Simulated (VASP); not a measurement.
# SiC (P6_3mc) in VASP: notebook

Runs on SiC. Level: PBE. Tasks: relaxation of cell and atoms.

Everything below comes from runs of VASP 6.6.1. Logs are shortened: lines on timing, memory, paths and dates and some standing lists are left out, and cuts for length are marked.

## 1. The crystal as given

It takes space group P6_3mc (No. 186, hexagonal). The conventional cell has a = 3.076 Å, b = 3.076 Å, c = 5.048 Å, α = 90.00°, β = 90.00°, γ = 120.00°. Around Si (site symmetry 3m) lie 4 C at 1.87 to 1.94 Å. C (site symmetry 3m) has 4 Si at 1.87 to 1.94 Å as nearest neighbours.

## 2. Relaxation of cell and atoms, PBE

INCAR

```
SYSTEM = SiC
ALGO = Fast
EDIFF = 1E-7
EDIFFG = -0.002
ENCUT = 700
GGA = PE
IBRION = 2
ISIF = 3
ISMEAR = 0
LASPH = .True.
LCHARG = .False.
LREAL = .False.
LWAVE = .False.
NELM = 60
NSW = 80
PREC = Accurate
SIGMA = 0.02
```

KPOINTS

```
k-points
0
Gamma
  12 12 6
  0 0 0
```

POSCAR

```
SiC
1.0
    3.0760000000      0.0000000000      0.0000000000
   -1.5380000000      2.6638941400      0.0000000000
    0.0000000000      0.0000000000      5.0480000000
Si C
2 2
Direct
    0.3333333300      0.6666666700      0.0000000000
    0.6666666700      0.3333333300      0.5000000000
    0.3333333300      0.6666666700      0.3850000000
    0.6666666700      0.3333333300      0.8850000000
```

Potentials or basis: VASP PAW PBE potentials, release 64 (Si, C).

The run is started by

```console
$ cat potpaw_PBE.64/Si/POTCAR potpaw_PBE.64/C/POTCAR > POTCAR
$ mpirun -np 1 vasp_std > vasp.out
```

OUTCAR:

```text
SYSTEM = SiC
   EDIFF = 1E-7
   EDIFFG = -0.002
   ENCUT = 700
   GGA = PE
   IBRION = 2
   ISIF = 3
   ISMEAR = 0
   LASPH = .True.
   LREAL = .False.
   NELM = 60
   NSW = 80
   PREC = Accurate

 ion  position               nearest neighbor table
   1  0.333  0.667  0.000-   4 1.87   4 1.87   4 1.87   3 1.94   2 3.09   2 3.09   2 3.09   2 3.09
                             2 3.09   2 3.09
   2  0.667  0.333  0.500-   3 1.87   3 1.87   3 1.87   4 1.94   1 3.09   1 3.09   1 3.09   1 3.09
                             1 3.09   1 3.09
   3  0.333  0.667  0.385-   2 1.87   2 1.87   2 1.87   1 1.94
   4  0.667  0.333  0.885-   1 1.87   1 1.87   1 1.87   2 1.94

  LATTYP: Found a hexagonal cell.
 ALAT       =     3.0760000000
 C/A-ratio  =     1.6410923277

  Lattice vectors:

 A1 = (   3.0760000000,   0.0000000000,   0.0000000000)
 A2 = (  -1.5380000000,   2.6638941400,   0.0000000000)
 A3 = (   0.0000000000,   0.0000000000,   5.0480000000)

Analysis of symmetry for initial positions (statically):
=====================================================================
 Subroutine PRICEL returns:
 Original cell was already a primitive cell.

 Routine SETGRP: Setting up the symmetry group for a
 hexagonal supercell.

 Subroutine GETGRP returns: Found 12 space group operations
 (whereof  6 operations were pure point group operations)
 out of a pool of 24 trial point group operations.

The static configuration has the point symmetry C_3v.
 The point group associated with its full space group is C_6v.

Analysis of symmetry for dynamics (positions and initial velocities):
=====================================================================
 Subroutine PRICEL returns:
 Original cell was already a primitive cell.

 Routine SETGRP: Setting up the symmetry group for a
 hexagonal supercell.

 Subroutine GETGRP returns: Found 12 space group operations
 (whereof  6 operations were pure point group operations)
 out of a pool of 24 trial point group operations.

The dynamic configuration has the point symmetry C_3v.
 The point group associated with its full space group is C_6v.

 Subroutine INISYM returns: Found 12 space group operations
 (whereof  6 operations are pure point group operations),
 and found     1 'primitive' translations

----------------------------------------------------------------------------------------

                                     Primitive cell

  volume of cell :      41.3640

  direct lattice vectors                    reciprocal lattice vectors
     3.076000000  0.000000000  0.000000000     0.325097529  0.187695146  0.000000000
    -1.538000000  2.663894140  0.000000000     0.000000000  0.375390292  0.000000000
     0.000000000  0.000000000  5.048000000     0.000000000  0.000000000  0.198098257

  length of vectors
     3.076000000  3.075999998  5.048000000     0.375390292  0.375390292  0.198098257

  position of ions in fractional coordinates (direct lattice)
     0.333333330  0.666666670  0.000000000
     0.666666670  0.333333330  0.500000000
     0.333333330  0.666666670  0.385000000
     0.666666670  0.333333330  0.885000000

  ion indices of the primitive-cell ions
   primitive index   ion index
                 1           1
                 2           2
                 3           3
                 4           4

----------------------------------------------------------------------------------------

 KPOINTS: k-points

Automatic generation of k-mesh.
 Grid dimensions read from file:
 generate k-points for:   12   12    6

 Generating k-lattice:

  Cartesian coordinates                     Fractional coordinates (reciprocal lattice)
     0.027091461  0.015641262  0.000000000     0.083333333  0.000000000  0.000000000
     0.000000000  0.031282524  0.000000000     0.000000000  0.083333333  0.000000000
     0.000000000  0.000000000  0.033016376     0.000000000  0.000000000  0.166666667

  Length of vectors
     0.031282524  0.031282524  0.033016376

  Shift w.r.t. Gamma in fractional coordinates (k-lattice)
     0.000000000  0.000000000  0.000000000

 Subroutine IBZKPT returns following result:
 ===========================================

 Found     76 irreducible k-points:

 Following reciprocal coordinates:
            Coordinates               Weight
  0.000000  0.000000  0.000000      1.000000
  0.083333 -0.000000  0.000000      6.000000
  0.166667 -0.000000  0.000000      6.000000
  0.250000  0.000000  0.000000      6.000000
  0.333333  0.000000  0.000000      6.000000
  0.416667 -0.000000  0.000000      6.000000
[... 16 lines left out ...]
  0.250000  0.000000  0.166667     12.000000
  0.333333  0.000000  0.166667     12.000000
 [... further k-points ...]
   k-points           NKPTS =     76   k-points in BZ     NKDIM =     76   number of bands    NBANDS=     12
   number of dos      NEDOS =    301   number of ions     NIONS =      4
   total plane-waves  NPLWV =  37632
   dimension x,y,z NGX =    28 NGY =   28 NGZ =   48
   dimension x,y,z NGXF=    56 NGYF=   56 NGZF=   96
   ions per type =               2   2
   NGX,Y,Z   is equivalent  to a cutoff of  15.13, 15.13, 15.81 a.u.
   NGXF,Y,Z  is equivalent  to a cutoff of  30.27, 30.27, 31.62 a.u.
 SYSTEM =  SiC
   PREC   = accura    normal or accurate (medium, high low for compatibility)
   ISTART =      0    job   : 0-new  1-cont  2-samecut
   ICHARG =      2    charge: 1-file 2-atom 10-const
   ISPIN  =      1    spin polarized calculation?
   LNONCOLLINEAR =      F non collinear calculations
   LSORBIT =      F    spin-orbit coupling
   LASPH  =      T    aspherical Exc in radial PAW
   ENCUT  =  700.0 eV  51.45 Ry    7.17 a.u.   6.64  6.64 10.89*2*pi/ulx,y,z
   NELM   =     60;   NELMIN=  2; NELMDL= -5     # of ELM steps
   EDIFF  = 0.1E-06   stopping-criterion for ELM
   LREAL  =      F    real-space projection
   EDIFFG = -.2E-02   stopping-criterion for IOM
   NSW    =     80    number of steps for IOM
   IBRION =      2    ionic relax: 0-MD 1-quasi-New 2-CG
   NFREE  =      1    steps in history (QN), initial steepest desc. (CG)
   ISIF   =      3    stress and relaxation
   ISYM   =      2    0-nonsym 1-usesym 2-fastsym
   POTIM  = 0.5000    time-step for ionic-motion
   TEBEG  =    0.0;   TEEND  =   0.0 temperature during run
   PSTRESS=    0.0 pullay stress
   NELECT =      16.0000    total number of electrons
   NUPDOWN=      -1.0000    fix difference up-down
   EMIN   =  10.00;   EMAX   =-10.00  energy-range for DOS
   EFERMI =   0.00;   METHOD = LEGACY
   ISMEAR =     0;   SIGMA  =   0.02  broadening in eV -4-tet -1-fermi 0-gaus
   EFERMI_NEDOS =   21; number of points for ismear=-14 and -15
   IALGO  =     68    algorithm
   IMIX   =      4    mixing-type and parameters
     AMIX     =   0.40;   BMIX     =  1.00
     AMIX_MAG =   1.60;   BMIX_MAG =  1.00
  volume/ion in A,a.u.               =      10.34        69.78
  Fermi-wavevector in a.u.,A,eV,Ry     =   1.192817  2.254098 19.358549  1.422813
  Thomas-Fermi vector in A             =   2.328847
   LORBIT       =      0    0 simple, 1 ext, 2 COOP (PROOUT), +10 PAW based schemes
   GGA     = PE    functional components
   LHFCALC =     F    Hartree Fock is set to
   AEXX    =    0.0000 exact exchange contribution
   IVDW    =     0    specifies the selected vdW correction
   LEPSILON=     F    determine dielectric tensor
   LRPA    =     F    only Hartree local field effects (RPA)
 conjugate gradient relaxation of ions
 non-spin polarized calculation
 RMM-DIIS sequential band-by-band and
 Gauss-broadening in eV      SIGMA  =   0.02
  energy-cutoff  :      700.00
  volume of cell :       41.36
 maximum number of plane-waves:      1768
 NGX is ok and might be reduce to    28
   NGX = 13   NGY = 13   NGZ = 21

--------------------------------------- Ionic step        1  -------------------------------------------

 number of electron      16.0000001 magnetization

 Free energy of the ion-electron system (eV)
  ---------------------------------------------------
  ext. energy  EPLUGINS =         0.00000000
  ---------------------------------------------------
  free energy    TOTEN  =       -30.07621762 eV

  energy without entropy =      -30.07621762  energy(sigma->0) =      -30.07621762

------------------------ aborting loop because EDIFF is reached ----------------------------------------

  FORCE on cell =-STRESS in cart. coord.  units (eV):
  Direction    XX          YY          ZZ          XY          YZ          ZX
  --------------------------------------------------------------------------------------
  -------------------------------------------------------------------------------------
  Total        1.3070333      1.3070333      0.0569791      0.0000000      0.0000000      0.0000000
  in kB       50.6261155     50.6261154      2.2070051      0.0000000      0.0000000      0.0000000
  external PRESSURE =      34.4864120 kB  Pullay stress =       0.0000000 kB
[... 213 lines left out ...]
  energy  without entropy=      -30.1182376471  energy(sigma->0) =      -30.11823765

--------------------------------------- Ionic step        7  -------------------------------------------

 number of electron      16.0000000 magnetization

 Free energy of the ion-electron system (eV)
  ---------------------------------------------------
  ext. energy  EPLUGINS =         0.00000000
  ---------------------------------------------------
  free energy    TOTEN  =       -30.11824757 eV

  energy without entropy =      -30.11824757  energy(sigma->0) =      -30.11824757

 E-fermi :   8.2226     XC(G=0): -11.2872

 val. band max:        8.0944227944   @ k =   0.0000   0.0000   0.0000
 cond. band min:      10.3974718745   @ k =   0.3333   0.3333   0.0000
 fundamental gap:      2.3030490801
 Fermi energy:         8.2225541784

 k-point     1 :       0.0000    0.0000    0.0000
  band No.  band energies     occupation
      1      -7.3584      2.00000
      2      -3.8457      2.00000
      3      -0.5193      2.00000
      4       6.7849      2.00000
      5       6.7849      2.00000
      6       7.9841      2.00000
      7       8.0944      2.00000
      8       8.0944      2.00000
      9      12.7787      0.00000
     10      14.1508      0.00000
     11      14.6770      0.00000
     12      14.6770      0.00000
[... 331 lines left out ...]
 k-point    24 :       0.3333    0.0000    0.1667
  band No.  band energies     occupation
      1      -5.4065      2.00000
      2      -2.8882      2.00000
      3       0.8094      2.00000
      4       2.5150      2.00000
      5       3.3390      2.00000
      6       5.2714      2.00000
      7       6.5044      2.00000
      8       6.9963      2.00000
      9      11.4486      0.00000
     10      12.5552      0.00000
     11      14.8312      0.00000
     12      15.8607      0.00000

 [... further k-points ...]
[... 5 lines left out ...]
  --------------------------------------------------------------------------------------
  -------------------------------------------------------------------------------------
  Total        0.0001639      0.0001639     -0.0011356      0.0000000      0.0000000      0.0000000
  in kB        0.0062567      0.0062567     -0.0433573      0.0000000      0.0000000      0.0000000
  external PRESSURE =      -0.0102813 kB  Pullay stress =       0.0000000 kB
[... 19 lines left out ...]
  FREE ENERGIE OF THE ION-ELECTRON SYSTEM (eV)
  ---------------------------------------------------
  free  energy   TOTEN  =       -30.1182475733 eV

  energy  without entropy=      -30.1182475733  energy(sigma->0) =      -30.11824757

 reached required accuracy - stopping structural energy minimisation
```

Run time: 5.5 min. Hardware: 1 thread of Intel Xeon Platinum 8259CL at 2.50GHz (Skylake/Cascade Lake), shared host; peak memory 0.22 GiB.

What came out:

```
Free energy                            : -30.1182 eV
Relaxed volume                         : 10.49 Å³/atom
Relaxed cell                           : a = 3.091 Å, b = 3.091 Å, c = 5.072 Å, α = 90.00°, β = 90.00°, γ = 120.00°
Space group after relaxing (to 0.05 Å) : P6_3mc (No. 186)
Energy gained by relaxing              : 10.5 meV/atom
Ionic steps                            : 7
Pressure after relaxing                : 0.0 GPa
Band gap on the k mesh                 : 2.30 eV, indirect (least direct gap 3.94 eV)
```

Step by step:
| step | energy change (eV) | largest force (eV/Å) | pressure (GPa) | volume (Å³) |
| --- | --- | --- | --- | --- |
| 1 | 0.0000 | 0.7527 | 3.45 | 41.36 |
| 2 | -0.0030 | 0.6284 | -3.40 | 42.71 |
| 3 | -0.0389 | 0.0842 | -0.46 | 42.05 |
| 4 | -0.0420 | 0.0266 | 0.08 | 41.95 |
| 5 | -0.0420 | 0.0126 | 0.01 | 41.96 |
| 6 | -0.0420 | 0.0115 | -0.01 | 41.97 |
| 7 | -0.0420 | 0.0001 | 0.00 | 41.97 |

Final structure:
```yaml
crystal:
  lattice:
    - [3.09079, 0.00000, 0.00000]
    - [-1.54540, 2.67671, 0.00000]
    - [0.00000, 0.00000, 5.07249]
  atoms:
    - { symbol: Si, position: [0.33333, 0.66667, 0.00458] }
    - { symbol: Si, position: [0.66667, 0.33333, 0.50458] }
    - { symbol: C, position: [0.33333, 0.66667, 0.38042] }
    - { symbol: C, position: [0.66667, 0.33333, 0.88042] }
```

A k mesh can miss the band edges. Zero-point motion and thermal expansion aren't in these numbers.

## 3. Relaxation of cell and atoms, PBE

This run uses another cell than the first one, of 10.49 Å³/atom, 1.015 times its volume.

INCAR is that of step 2.

KPOINTS is that of step 2.

POSCAR

```
SiC                                     
1.0
    3.0907941146      0.0000000000     -0.0000000000
   -1.5453970573      2.6767062190      0.0000000000
    0.0000000000     -0.0000000000      5.0724879461
  Si              C             
     2     2
Direct
     0.3333333300000021    0.6666666699999979    0.0045829325966030
     0.6666666699999979    0.3333333300000021    0.5045829325966030
     0.3333333300000021    0.6666666699999979    0.3804170674033950
     0.6666666699999979    0.3333333300000021    0.8804170674033950
```

Potentials or basis: VASP PAW PBE potentials, release 64 (Si, C).

The run is started by

```console
$ cat potpaw_PBE.64/Si/POTCAR potpaw_PBE.64/C/POTCAR > POTCAR
$ mpirun -np 1 vasp_std > vasp.out
```

Run time: 92 s. Hardware: 1 thread of Intel Xeon Platinum 8259CL at 2.50GHz (Skylake/Cascade Lake), shared host; peak memory 0.21 GiB.

It converged, with:

```yaml
Free_energy: -30.1189 eV
Pressure_after_relaxing: 0.0 GPa
Band_gap_on_the_k_mesh: 2.30 eV, indirect (least direct gap 3.94 eV)
```

Final structure:
```
Si C
1.0
     3.09079    0.00000    0.00000
    -1.54540    2.67671    0.00000
     0.00000    0.00000    5.07249
Si C
2 2
Direct
  0.33333 0.66667 0.00458
  0.66667 0.33333 0.50458
  0.33333 0.66667 0.38042
  0.66667 0.33333 0.88042
```

Levels at points of the mesh, in eV from the valence-band top:
```csv
k point,band 4,band 5,band 6,band 7,band 8,band 9,band 10,band 11,band 12
"(0.00, 0.00, 0.00)",-1.31,-1.31,-0.11,0.00,0.00,4.68,6.06,6.58,6.59
"(0.50, 0.00, 0.00)",-6.25,-5.38,-3.29,-3.24,-1.19,2.75,4.21,6.77,7.08
"(0.00, 0.00, 0.50)",-4.41,-0.71,-0.71,-0.71,-0.71,5.77,5.77,7.27,7.27
"(0.50, 0.00, 0.50)",-8.19,-2.42,-2.42,-2.31,-2.31,3.26,3.26,5.20,5.20
```

Caveat: the relaxation stopped at its first step, so nothing moved. A k mesh can miss the band edges.
